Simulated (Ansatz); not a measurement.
# Ruthenium, dhcp under revPBE: ground state and equation of state, part 2 of 2

What does revPBE give for ruthenium in the dhcp structure? We relax it, solve it on a dense k-mesh, then scale the cell to 7 volumes from 88 to 112 % of the relaxed one and try a fit of the equation of state. Spin polarisation is left out. The k-meshes are 13×13×4 for the relaxation; 17×17×5 for the dense run; 15×15×4 for the volumes.

Ansatz 0.2.0; DFT, revPBE, plane waves (420 eV) with PAW, scalar-relativistic.

## (8) The cell scaled to 104 % of its volume

File input.yaml:

```yaml
crystal:
  lattice:
    - [2.7553625308, 0.0, 0.0]
    - [-1.3776812654, 2.3862139483, 0.0]
    - [0.0, 0.0, 8.8456099785]
  atoms:
    - { symbol: Ru, position: [0.0, 0.0, 0.0] }
    - { symbol: Ru, position: [0.0, 1.0, 0.5] }
    - { symbol: Ru, position: [0.3333333333, 0.6666666667, 0.25] }
    - { symbol: Ru, position: [0.6666666667, 0.3333333333, 0.75] }
hamiltonian:
  xc: revpbe
  pseudopotentials:
    kind: paw
    azcp:
      Ru: "pseudopotentials/Ru.paw.azcp"
basis:
  ecutwfc: 420
  fft_grid_basis: typed
kpoints:
  mp_grid: { grid: [15, 15, 4], shift: [0, 0, 0] }
magnetization:
  spin_polarized: false
scf:
  occupations: { method: fermi_dirac, width: 0.1 }
  lower_state_search: "off"
output:
  stress: true
```

Command:

```console
$ ansatz run input.yaml --threads 2 --pin off --max-ram 5120MiB --backend cpu --events-out ev --progress --plain --runs-dir out
```

Output, cut to the lines that bear on the results:

```text
Warning: RAYON_NUM_THREADS=2 ignored (pool sized by the plan → 2); use --threads N
[...]
Pseudopotentials: kind: paw
Pseudopotential: Ru, paw, valence charge 16, recommended cutoff 420 eV (normal), <dir>
Functional definition: revPBE
[...]
Crystal: 4 atoms, lattice volume = 58.159 Å³
Basis set: ecut = 420 eV, 1151 PW (Γ)
Bands: 39, of which v1, the nominal top of the filled ones, is band 32 counted from 1 (31 counted from 0)
Symmetry: 24 space group operations
Space group: P63/mmc (ITA 194), of the structure as read, at distance tolerance 3.9e-5 Å
k-points: 81 of 900
[...]
SCF iter   1: F=—  HF=-23535.185606 eV  |F-HF|=—  |Δ(HF+E_count)|=         —  Δρ=8.12e-3  dr2=1.33e-2  ethr=1.77e-3  ⟨swp⟩=4.7  Hψ=10011  notcnv=0
[...]
SCF iter   6: F=-23535.190887 eV  HF=-23535.190887 eV  |F-HF|=2.10e-9  |Δ(HF+E_count)|=   1.03e-8  Δρ=6.26e-6  dr2=1.23e-8  ethr=1.56e-10  ⟨swp⟩=4.0  Hψ=11311  notcnv=0
[...]
SCF converged after 6 iterations
Free energy (F): -23535.190887 eV
[...]
E sigma→0 (E₀):  -23535.114151 eV
Entropy (-TS):   -0.153472 eV (-38.368 meV/atom)
Fermi energy:    21.654513 eV
[...]
--- Stress (GPa, compression-positive) ---
      -10.837733       0.000000       0.000000
        0.000000     -10.837733       0.000000
        0.000000       0.000000     -10.223186
  P = ⅓ Tr σ = -10.6329 GPa (-106.329 kbar)
```

It took 3.5 s on 2 threads of Intel Xeon Platinum 8375C at 2.90GHz (Ice Lake), shared host; peak memory 0.46 GiB.

## (9) The cell scaled to 108 % of its volume

Edit input.yaml of step 8 so:

```diff
@@ -2,5 +2,5 @@
   lattice:
-    - [2.7553625308, 0.0, 0.0]
-    - [-1.3776812654, 2.3862139483, 0.0]
-    - [0.0, 0.0, 8.8456099785]
+    - [2.7902442405, 0.0, 0.0]
+    - [-1.3951221203, 2.416422395, 0.0]
+    - [0.0, 0.0, 8.9575916128]
   atoms:
```

Command:

```console
$ ansatz run input.yaml --threads 2 --pin off --max-ram 5120MiB --backend cpu --events-out ev --progress --plain --runs-dir out
```

Output, cut to the lines that bear on the results:

```text
Warning: RAYON_NUM_THREADS=2 ignored (pool sized by the plan → 2); use --threads N
[...]
[... 3 set-up lines as earlier in the session ...]
[...]
Crystal: 4 atoms, lattice volume = 60.396 Å³
Basis set: ecut = 420 eV, 1205 PW (Γ)
Bands: 39, of which v1, the nominal top of the filled ones, is band 32 counted from 1 (31 counted from 0)
[... 2 set-up lines as earlier in the session ...]
k-points: 81 of 900
[...]
SCF iter   1: F=—  HF=-23534.977362 eV  |F-HF|=—  |Δ(HF+E_count)|=         —  Δρ=7.72e-3  dr2=1.20e-2  ethr=1.77e-3  ⟨swp⟩=4.5  Hψ=9843  notcnv=0
[...]
SCF iter   6: F=-23534.982667 eV  HF=-23534.982667 eV  |F-HF|=4.95e-9  |Δ(HF+E_count)|=   1.68e-8  Δρ=6.50e-6  dr2=1.24e-8  ethr=1.56e-10  ⟨swp⟩=4.0  Hψ=11271  notcnv=0
[...]
SCF converged after 6 iterations
Free energy (F): -23534.982667 eV
[...]
E sigma→0 (E₀):  -23534.901224 eV
Entropy (-TS):   -0.162884 eV (-40.721 meV/atom)
Fermi energy:    20.655714 eV
[...]
--- Stress (GPa, compression-positive) ---
      -18.930255       0.000000       0.000000
        0.000000     -18.930255      -0.000000
        0.000000      -0.000000     -18.723274
  P = ⅓ Tr σ = -18.8613 GPa (-188.613 kbar)
```

Run time: 4 s. Hardware: 2 threads of Intel Xeon Platinum 8375C at 2.90GHz (Ice Lake), shared host; peak memory 0.47 GiB.

## (10) The cell scaled to 112 % of its volume

Edit input.yaml of step 9 so:

```diff
@@ -2,5 +2,5 @@
   lattice:
-    - [2.7902442405, 0.0, 0.0]
-    - [-1.3951221203, 2.416422395, 0.0]
-    - [0.0, 0.0, 8.9575916128]
+    - [2.8242749632, 0.0, 0.0]
+    - [-1.4121374816, 2.4458938654, 0.0]
+    - [0.0, 0.0, 9.066841302]
   atoms:
@@ -28 +28,5 @@
   stress: true
+  write_density: true
+  write_potential: true
+  elf: true
+  volumetric_format: npy
```

Command:

```console
$ ansatz run input.yaml --threads 2 --pin off --max-ram 5120MiB --backend cpu --events-out ev --progress --plain --runs-dir out
```

Output, cut to the lines that bear on the results:

```text
Warning: RAYON_NUM_THREADS=2 ignored (pool sized by the plan → 2); use --threads N
[...]
[... 3 set-up lines as earlier in the session ...]
[...]
Crystal: 4 atoms, lattice volume = 62.633 Å³
Basis set: ecut = 420 eV, 1255 PW (Γ)
Bands: 39, of which v1, the nominal top of the filled ones, is band 32 counted from 1 (31 counted from 0)
[... 1 set-up line as earlier in the session ...]
Space group: P63/mmc (ITA 194), of the structure as read, at distance tolerance 4.0e-5 Å
k-points: 81 of 900
[...]
SCF iter   1: F=—  HF=-23534.667383 eV  |F-HF|=—  |Δ(HF+E_count)|=         —  Δρ=7.30e-3  dr2=1.12e-2  ethr=1.77e-3  ⟨swp⟩=4.5  Hψ=9873  notcnv=0
[...]
SCF iter   6: F=-23534.672570 eV  HF=-23534.672570 eV  |F-HF|=8.44e-10  |Δ(HF+E_count)|=   8.00e-8  Δρ=5.27e-6  dr2=1.07e-8  ethr=1.56e-10  ⟨swp⟩=7.3  Hψ=19196  notcnv=0
[...]
SCF converged after 6 iterations
Free energy (F): -23534.672570 eV
[...]
E sigma→0 (E₀):  -23534.586301 eV
Entropy (-TS):   -0.172539 eV (-43.135 meV/atom)
Fermi energy:    19.727373 eV
[...]
--- Stress (GPa, compression-positive) ---
      -25.252967      -0.000000       0.000000
        0.000000     -25.252967       0.000000
        0.000000       0.000000     -25.377987
  P = ⅓ Tr σ = -25.2946 GPa (-252.946 kbar)
--- Band table (eV; the first three rows and the last of 81) ---
[...]
```

Wall time 5.3 s (2 threads of Intel Xeon Platinum 8375C at 2.90GHz (Ice Lake), shared host); peak memory 0.48 GiB.

## (11) Fitting the volumes

All volumes keep the relaxed shape and fractional coordinates.

| V (Å³/atom) | E − E₀ (meV/atom) | P from the stress (GPa) | P from the fit (GPa) |
| --- | --- | --- | --- |
| 12.303 | 231.9 | 51.04 | 50.86 |
| 12.862 | 93.2 | 29.86 | 29.53 |
| 13.421 | 20.5 | 13.09 | 12.75 |
| 13.980 | 0.0 | -0.17 | -0.49 |
| 14.540 | 20.7 | -10.63 | -10.94 |
| 15.099 | 73.9 | -18.86 | -19.20 |
| 15.658 | 152.7 | -25.29 | -25.71 |

Fit (Birch-Murnaghan, third order): V₀ = 13.957 Å³/atom, B₀ = 296 GPa, B₀′ = 4.9, largest residual 0.07 meV/atom.

Fit and stress differ a little: one follows E(σ → 0), the other the smeared free energy.

## (12) Summary of results

What follows sums up all 2 parts.

| quantity | value |
| --- | --- |
| space group (spins left aside) | P6_3/mmc (No. 194) |
| conventional cell | a = 2.720 Å, c = 8.731 Å (c/a = 3.210) |
| volume | 13.980 Å³/atom |
| shortest distance | 2.689 Å |
| gap on the mesh | none (levels filled in part) |
| relative to hcp | +84 meV/atom |
| V₀, B₀, B₀′ | 13.957 Å³/atom, 296 GPa, 4.9 |

What this shows: From the guessed start the volume grew by 3.1 % in 5 steps. It lies 84 meV/atom above the element's reference form at the same level (hcp, from a run of its own). Levels at the Fermi energy are filled in part, as in a metal. The fitted modulus is 296 GPa, among the stiffest elements; letting shape and positions relax at each volume could only lower it. The symmetry was held, so the structure may be unstable against distortions that break it.
